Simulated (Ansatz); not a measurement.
All numbers below come from DFT, revPBE, plane waves (420 eV) with PAW, scalar-relativistic (Ansatz). The PAW files were generated under PBE, with cores re-solved for the functional.

An element in the simple cubic structure gives this curve. The cell is scaled uniformly from the relaxed one, with fractional coordinates and shape fixed. Energies are extrapolated to zero smearing, pressures are those at the given smearing. Magnetic state: spin not included.

| V (Å³/atom) | E − E₀ (meV/atom) | P (GPa) |
| --- | --- | --- |
| 18.305 | 45.4 | 7.06 |
| 19.137 | 17.4 | 4.06 |
| 19.969 | 3.2 | 1.69 |
| 20.802 | -0.1 | -0.19 |
| 21.634 | 5.4 | -1.64 |
| 22.466 | 17.3 | -2.68 |
| 23.298 | 33.4 | -3.46 |

Task: Which element is it?
A. gallium
B. platinum
C. silver
D. zinc

Result: A. Its fit is V₀ = 20.66 Å³/atom, B₀ = 42 GPa, B₀′ = 5.7.
